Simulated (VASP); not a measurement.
# BaTiO3 (P4mm) in VASP: notebook

One crystal, BaTiO3, is run at these levels: PBE; tasks: single point.

Everything below comes from runs of VASP 6.6.1. Logs are shortened: lines on timing, memory, paths and dates and some standing lists are left out, and cuts for length are marked.

### 1 The crystal as given

Symmetry: P4mm, No. 99, tetragonal system. Conventional cell: a = 4.000 Å, b = 4.000 Å, c = 4.018 Å, α = 90.00°, β = 90.00°, γ = 90.00°. Ba (site symmetry 4mm) is surrounded by 12 O at 2.79 to 2.88 Å. Ti (site symmetry 4mm) has 6 O at 1.89 to 2.13 Å as nearest neighbours. O (site symmetry 2mm) is surrounded by 2 Ti at 2.00 Å. O (site symmetry 4mm) is surrounded by 2 Ti at 1.89 to 2.13 Å.

### 2 Single point, PBE

Input file INCAR:

```
  ADDGRID = T
  ALGO = Normal
  EDIFF = 1E-7
  ENCUT = 460
  GGA = PE
  ISIF = 2
  ISMEAR = 0
  LASPH = T
  LCHARG = F
  LREAL = F
  LWAVE = F
  NELM = 100
  PREC = Accurate
  SIGMA = 0.05
```

Input file KPOINTS:

```
k-points
0
Gamma
  5 5 5
```

Input file POSCAR:

```
BaTiO3
1.0
    3.9998000000      0.0000000000      0.0000000000
    0.0000000000      3.9998000000      0.0000000000
    0.0000000000      0.0000000000      4.0180000000
Ba Ti O
1 1 3
Direct
    0.0000000000      0.0000000000      0.0000000000
    0.5000000000      0.5000000000      0.4900000000
    0.0000000000      0.5000000000      0.5170000000
    0.5000000000      0.0000000000      0.5170000000
    0.5000000000      0.5000000000      0.0190000000
```

Potentials or basis: VASP PAW PBE potentials, release 64 (Ba_sv, Ti_sv, O).

The run is started by

```sh
> cat potpaw_PBE.64/Ba_sv/POTCAR potpaw_PBE.64/Ti_sv/POTCAR potpaw_PBE.64/O/POTCAR > POTCAR
> mpirun -np 1 vasp_std > vasp.out
```

OUTCAR:

```text
EDIFF = 1E-7
   ENCUT = 460
   GGA = PE
   ISIF = 2
   ISMEAR = 0
   LASPH = T
   LREAL = F
   NELM = 100
   PREC = Accurate

 Found     18 irreducible k-points:

 Following reciprocal coordinates:
            Coordinates               Weight
  0.000000  0.000000  0.000000      1.000000
  0.200000  0.000000  0.000000      4.000000
  0.400000  0.000000  0.000000      4.000000
  0.200000  0.200000  0.000000      4.000000
  0.400000  0.200000  0.000000      8.000000
  0.400000  0.400000  0.000000      4.000000
   k-points           NKPTS =     18   k-points in BZ     NKDIM =     18   number of bands    NBANDS=     24
   number of dos      NEDOS =    301   number of ions     NIONS =      5
   total plane-waves  NPLWV =  21952
   dimension x,y,z NGX =    28 NGY =   28 NGZ =   28
   dimension x,y,z NGXF=    56 NGYF=   56 NGZF=   56
   ions per type =               1   1   3
   NGX,Y,Z   is equivalent  to a cutoff of  11.64, 11.64, 11.59 a.u.
   NGXF,Y,Z  is equivalent  to a cutoff of  23.28, 23.28, 23.17 a.u.
 SYSTEM =  unknown system
   PREC   = accura    normal or accurate (medium, high low for compatibility)
   ISTART =      0    job   : 0-new  1-cont  2-samecut
   ICHARG =      2    charge: 1-file 2-atom 10-const
   ISPIN  =      1    spin polarized calculation?
   LNONCOLLINEAR =      F non collinear calculations
   LSORBIT =      F    spin-orbit coupling
   LASPH  =      T    aspherical Exc in radial PAW
   ENCUT  =  460.0 eV  33.81 Ry    5.81 a.u.   6.99  6.99  7.03*2*pi/ulx,y,z
   NELM   =    100;   NELMIN=  2; NELMDL= -5     # of ELM steps
   EDIFF  = 0.1E-06   stopping-criterion for ELM
   LREAL  =      F    real-space projection
   EDIFFG = 0.1E-05   stopping-criterion for IOM
   NSW    =      0    number of steps for IOM
   IBRION =     -1    ionic relax: 0-MD 1-quasi-New 2-CG
   NFREE  =      0    steps in history (QN), initial steepest desc. (CG)
   ISIF   =      2    stress and relaxation
   ISYM   =      2    0-nonsym 1-usesym 2-fastsym
   POTIM  = 0.5000    time-step for ionic-motion
   TEBEG  =    0.0;   TEEND  =   0.0 temperature during run
   PSTRESS=    0.0 pullay stress
   NELECT =      40.0000    total number of electrons
   NUPDOWN=      -1.0000    fix difference up-down
   EMIN   =  10.00;   EMAX   =-10.00  energy-range for DOS
   EFERMI =   0.00;   METHOD = LEGACY
   ISMEAR =     0;   SIGMA  =   0.05  broadening in eV -4-tet -1-fermi 0-gaus
   EFERMI_NEDOS =   21; number of points for ismear=-14 and -15
   IALGO  =     38    algorithm
   IMIX   =      4    mixing-type and parameters
     AMIX     =   0.40;   BMIX     =  1.00
     AMIX_MAG =   1.60;   BMIX_MAG =  1.00
  volume/ion in A,a.u.               =      12.86        86.76
  Fermi-wavevector in a.u.,A,eV,Ry     =   1.397653  2.641181 26.578078  1.953434
  Thomas-Fermi vector in A             =   2.520888
   LORBIT       =      0    0 simple, 1 ext, 2 COOP (PROOUT), +10 PAW based schemes
   GGA     = PE    functional components
   LHFCALC =     F    Hartree Fock is set to
   AEXX    =    0.0000 exact exchange contribution
   IVDW    =     0    specifies the selected vdW correction
   LEPSILON=     F    determine dielectric tensor
   LRPA    =     F    only Hartree local field effects (RPA)
 non-spin polarized calculation
 Gauss-broadening in eV      SIGMA  =   0.05
  energy-cutoff  :      460.00
  volume of cell :       64.28
 maximum number of plane-waves:      1450
 NGX is ok and might be reduce to    28
   NGX = 13   NGY = 13   NGZ = 15

 number of electron      40.0000001 magnetization

 Free energy of the ion-electron system (eV)
  ---------------------------------------------------
  ext. energy  EPLUGINS =         0.00000000
  ---------------------------------------------------
  free energy    TOTEN  =       -39.98901896 eV

  energy without entropy =      -39.98901896  energy(sigma->0) =      -39.98901896

 E-fermi :   4.0544     XC(G=0): -11.2419

 val. band max:        3.6864939254   @ k =   0.4000   0.4000   0.4000
 cond. band min:       5.6165636773   @ k =   0.0000   0.0000   0.0000
 fundamental gap:      1.9300697519
 Fermi energy:         4.0544340774

 k-point     1 :       0.0000    0.0000    0.0000
  band No.  band energies     occupation
      1     -52.7564      2.00000
      2     -28.9985      2.00000
      3     -28.9691      2.00000
      4     -28.9691      2.00000
      5     -21.0131      2.00000
      6     -13.0732      2.00000
[... 16 lines left out ...]
     23       5.8329      0.00000
     24       7.8081      0.00000

 k-point     2 :       0.2000    0.0000    0.0000
  band No.  band energies     occupation
      1     -52.7562      2.00000
      2     -28.9978      2.00000
      3     -28.9874      2.00000
      4     -28.9684      2.00000
      5     -20.9725      2.00000
      6     -13.1161      2.00000
[... 16 lines left out ...]
     23       6.3395      0.00000
     24       7.8796      0.00000

 k-point     3 :       0.4000    0.0000    0.0000
  band No.  band energies     occupation
      1     -52.7556      2.00000
      2     -29.0167      2.00000
      3     -28.9966      2.00000
      4     -28.9673      2.00000
      5     -20.9053      2.00000
      6     -13.2759      2.00000
[... 16 lines left out ...]
     23       7.2145      0.00000
     24       7.8728      0.00000

 k-point     4 :       0.2000    0.2000    0.0000
  band No.  band energies     occupation
      1     -52.7558      2.00000
      2     -28.9971      2.00000
      3     -28.9868      2.00000
      4     -28.9861      2.00000
      5     -20.9368      2.00000
      6     -13.0785      2.00000
[... 16 lines left out ...]
     23       6.6167      0.00000
     24       8.2968      0.00000

 k-point     5 :       0.4000    0.2000    0.0000
  band No.  band energies     occupation
      1     -52.7552      2.00000
      2     -29.0155      2.00000
      3     -28.9960      2.00000
      4     -28.9851      2.00000
      5     -20.8776      2.00000
      6     -13.1224      2.00000
[... 16 lines left out ...]
     23       7.2834      0.00000
     24       8.3643      0.00000

 k-point     6 :       0.4000    0.4000    0.0000
  band No.  band energies     occupation
      1     -52.7546      2.00000
      2     -29.0139      2.00000
      3     -29.0136      2.00000
      4     -28.9948      2.00000
      5     -20.8320      2.00000
      6     -12.8690      2.00000
[... 16 lines left out ...]
     23       7.6151      0.00000
     24       8.5394      0.00000

 [... further k-points ...]

------------------------ aborting loop because EDIFF is reached ----------------------------------------

  FORCE on cell =-STRESS in cart. coord.  units (eV):
  Direction    XX          YY          ZZ          XY          YZ          ZX
  --------------------------------------------------------------------------------------
  -------------------------------------------------------------------------------------
  Total        1.2450994      1.2450994      1.6310900      0.0000000      0.0000000      0.0000000
  in kB       31.0333107     31.0333107     40.6538831      0.0000000      0.0000000      0.0000000
  external PRESSURE =      34.2401681 kB  Pullay stress =       0.0000000 kB

 VOLUME and BASIS-vectors are now :
 -----------------------------------------------------------------------------
  energy-cutoff  :      460.00
  volume of cell :       64.28
      direct lattice vectors                 reciprocal lattice vectors
     3.999800000  0.000000000  0.000000000     0.250012501  0.000000000  0.000000000
     0.000000000  3.999800000  0.000000000     0.000000000  0.250012501  0.000000000
     0.000000000  0.000000000  4.018000000     0.000000000  0.000000000  0.248880040

 POSITION                                       TOTAL-FORCE (eV/Angst)
 -----------------------------------------------------------------------------------
      0.00000      0.00000      0.00000        -0.000000      0.000000      0.074696
      1.99990      1.99990      1.96882        -0.000000     -0.000000     -0.132611
      0.00000      1.99990      2.07731         0.000000      0.000000     -0.110989
      1.99990      0.00000      2.07731        -0.000000      0.000000     -0.110989
      1.99990      1.99990      0.07634        -0.000000     -0.000000      0.279894
 -----------------------------------------------------------------------------------
    total drift:                                0.000000      0.000000      0.000067

  FREE ENERGIE OF THE ION-ELECTRON SYSTEM (eV)
  ---------------------------------------------------
  free  energy   TOTEN  =       -39.9890189565 eV

  energy  without entropy=      -39.9890189565  energy(sigma->0) =      -39.98901896
```

It took 20 s on 1 thread of Intel Xeon 6975P-C (Granite Rapids), shared host; peak memory 0.24 GiB.

The run converged, but some of its settings lie outside the range that counts as converged, so its numbers aren't taken as properties of the crystal.

What came out:

- Free energy: -39.9890 eV
- Pressure: 3.4 GPa
- Largest force: 0.280 eV/Å
- Band gap on the k mesh: 1.93 eV, indirect (least direct gap 2.06 eV)

Caveat: the cutoff is under 1.25 times the usual one of these potentials, so pressure, stress and relaxed cells hold a basis-set (Pulay) error; spin-orbit coupling is left out, which moves the levels of the heavy elements; an odd mesh through Γ misses points on the zone boundary, where band edges often lie.

### 3 Single point, PBE

Input file INCAR:

```
  ADDGRID = F
  ALGO = Normal
  EDIFF = 1E-4
  ENCUT = 460
  GGA = PE
  ISIF = 2
  ISMEAR = 0
  LASPH = T
  LCHARG = F
  LREAL = Auto
  LWAVE = F
  NELM = 100
  PREC = Normal
  SIGMA = 0.05
```

KPOINTS is that of step 2.

POSCAR is that of step 2.

Potentials or basis: VASP PAW PBE potentials, release 64 (Ba_sv, Ti_sv, O).

The run is started by

```sh
> cat potpaw_PBE.64/Ba_sv/POTCAR potpaw_PBE.64/Ti_sv/POTCAR potpaw_PBE.64/O/POTCAR > POTCAR
> mpirun -np 1 vasp_std > vasp.out
```

Run time: 12 s. Hardware: 1 thread of Intel Xeon 6975P-C (Granite Rapids), shared host; peak memory 0.14 GiB.

These settings aren't checked as converged: the numbers below hold their error.

What came out:

- Free energy: -39.9899 eV
- Pressure: 2.7 GPa
- Largest force: 0.276 eV/Å
- Band gap on the k mesh: 1.94 eV, indirect (least direct gap 2.07 eV)

Caveat: the cutoff is under 1.25 times the usual one of these potentials, so pressure, stress and relaxed cells hold a basis-set (Pulay) error; spin-orbit coupling is left out, which moves the levels of the heavy elements; an odd mesh through Γ misses points on the zone boundary, where band edges often lie.

### 4 Single point, PBE

Input file INCAR:

```
  ADDGRID = F
  ALGO = Normal
  EDIFF = 1E-7
  ENCUT = 520
  GGA = PE
  ISIF = 2
  ISMEAR = 0
  LASPH = T
  LCHARG = F
  LREAL = F
  LWAVE = F
  NELM = 100
  PREC = Accurate
  SIGMA = 0.05
```

KPOINTS is that of step 3.

POSCAR is that of step 3.

The run is started by

```sh
> cat potpaw_PBE.64/Ba_sv/POTCAR potpaw_PBE.64/Ti_sv/POTCAR potpaw_PBE.64/O/POTCAR > POTCAR
> mpirun -np 1 vasp_std > vasp.out
```

It took 30 s on 1 thread of Intel Xeon 6975P-C (Granite Rapids), shared host; peak memory 0.18 GiB.

These settings aren't checked as converged: the numbers below hold their error.

What came out:

```yaml
Free_energy: -39.9808 eV
Pressure: 4.2 GPa
Largest_force: 0.280 eV/Å
Band_gap_on_the_k_mesh: 1.93 eV, indirect (least direct gap 2.06 eV)
```

Caveat: spin-orbit coupling is left out, which moves the levels of the heavy elements; an odd mesh through Γ misses points on the zone boundary, where band edges often lie.

### 5 Single point, PBE

Changes to INCAR since step 4:

```diff
@@ -3,3 +3,3 @@
   EDIFF = 1E-7
-  ENCUT = 520
+  ENCUT = 650
   GGA = PE
```

KPOINTS is that of step 4.

POSCAR is that of step 4.

Potentials or basis: VASP PAW PBE potentials, release 64 (Ba_sv, Ti_sv, O).

The run is started by

```sh
> cat potpaw_PBE.64/Ba_sv/POTCAR potpaw_PBE.64/Ti_sv/POTCAR potpaw_PBE.64/O/POTCAR > POTCAR
> mpirun -np 1 vasp_std > vasp.out
```

OUTCAR:

```text
EDIFF = 1E-7
   ENCUT = 650
   GGA = PE
   ISIF = 2
   ISMEAR = 0
   LASPH = T
   LREAL = F
   NELM = 100
   PREC = Accurate

 Found     18 irreducible k-points:

 Following reciprocal coordinates:
            Coordinates               Weight
  0.000000  0.000000  0.000000      1.000000
  0.200000  0.000000  0.000000      4.000000
  0.400000  0.000000  0.000000      4.000000
[... 245 lines left out ...]
  Direction    XX          YY          ZZ          XY          YZ          ZX
  --------------------------------------------------------------------------------------
  -------------------------------------------------------------------------------------
  Total        1.4682540      1.4682540      1.8474141      0.0000000      0.0000000      0.0000000
  in kB       36.5952970     36.5952970     46.0456226      0.0000000      0.0000000      0.0000000
  external PRESSURE =      39.7454056 kB  Pullay stress =       0.0000000 kB

 VOLUME and BASIS-vectors are now :
 -----------------------------------------------------------------------------
  energy-cutoff  :      650.00
  volume of cell :       64.28
      direct lattice vectors                 reciprocal lattice vectors
     3.999800000  0.000000000  0.000000000     0.250012501  0.000000000  0.000000000
     0.000000000  3.999800000  0.000000000     0.000000000  0.250012501  0.000000000
     0.000000000  0.000000000  4.018000000     0.000000000  0.000000000  0.248880040

 POSITION                                       TOTAL-FORCE (eV/Angst)
 -----------------------------------------------------------------------------------
      0.00000      0.00000      0.00000         0.000000      0.000000      0.074886
      1.99990      1.99990      1.96882         0.000000     -0.000000     -0.137762
      0.00000      1.99990      2.07731        -0.000000      0.000000     -0.111458
      1.99990      0.00000      2.07731         0.000000      0.000000     -0.111458
      1.99990      1.99990      0.07634         0.000000     -0.000000      0.285793
 -----------------------------------------------------------------------------------
    total drift:                                0.000000      0.000000      0.000062

  FREE ENERGIE OF THE ION-ELECTRON SYSTEM (eV)
  ---------------------------------------------------
  free  energy   TOTEN  =       -39.9929852432 eV

  energy  without entropy=      -39.9929852432  energy(sigma->0) =      -39.99298524
```

OSZICAR:

```text
N       E                     dE             d eps       ncg     rms          rms(c)
DAV:   1     0.503929757008E+03    0.50393E+03   -0.24096E+04   864   0.212E+03
DAV:   2     0.320292744930E+01   -0.50073E+03   -0.49183E+03  1032   0.535E+02
DAV:   3    -0.483159253824E+02   -0.51519E+02   -0.50926E+02  1224   0.157E+02
DAV:   4    -0.508075949031E+02   -0.24917E+01   -0.24905E+01  1264   0.321E+01
DAV:   5    -0.508980042780E+02   -0.90409E-01   -0.90406E-01  1152   0.444E+00    0.231E+01
DAV:   6    -0.401340274282E+02    0.10764E+02   -0.75005E+01  1360   0.779E+01    0.100E+01
DAV:   7    -0.401550628540E+02   -0.21035E-01   -0.12186E+01  1128   0.258E+01    0.653E+00
DAV:   8    -0.399771122581E+02    0.17795E+00   -0.95520E-01  1184   0.954E+00    0.293E+00
DAV:   9    -0.400076863988E+02   -0.30574E-01   -0.26975E-01  1112   0.417E+00    0.121E+00
DAV:  10    -0.399938373866E+02    0.13849E-01   -0.91582E-02  1152   0.322E+00    0.387E-01
DAV:  11    -0.399930234749E+02    0.81391E-03   -0.69051E-03  1248   0.684E-01    0.568E-02
DAV:  12    -0.399930037751E+02    0.19700E-04   -0.33402E-04  1056   0.157E-01    0.344E-02
DAV:  13    -0.399929809791E+02    0.22796E-04   -0.23436E-04  1120   0.166E-01    0.933E-03
DAV:  14    -0.399929853497E+02   -0.43706E-05   -0.21498E-05  1216   0.363E-02    0.773E-03
DAV:  15    -0.399929854382E+02   -0.88563E-07   -0.17278E-06  1136   0.107E-02    0.560E-03
DAV:  16    -0.399929852371E+02    0.20116E-06   -0.19446E-06  1144   0.124E-02    0.217E-03
DAV:  17    -0.399929852432E+02   -0.61091E-08   -0.47262E-07   912   0.675E-03
   1 F= -.39992985E+02 E0= -.39992985E+02  d E =-.670386E-26
```

Wall time 37 s (1 thread of Intel Xeon 6975P-C (Granite Rapids), shared host); peak memory 0.22 GiB.

These settings aren't checked as converged: the numbers below hold their error.

What came out:

- Free energy: -39.9930 eV
- Pressure: 4.0 GPa
- Largest force: 0.286 eV/Å
- Band gap on the k mesh: 1.93 eV, indirect (least direct gap 2.06 eV)

Caveat: spin-orbit coupling is left out, which moves the levels of the heavy elements; an odd mesh through Γ misses points on the zone boundary, where band edges often lie.

### 6 For comparison

An earlier run on the cell as given: functional PBEsol; potentials or basis VASP PAW PBE potentials, release 64 (Ba_sv, Ti_sv, O); cutoff 520 eV; k mesh 7 × 7 × 7; occupations fermi-dirac, width 0.05 eV; no spin polarisation.

- Pressure: -2.0 GPa
- Largest force: 0.323 eV/Å
- Band gap on the k mesh: 1.82 eV, indirect (least direct gap 2.02 eV)
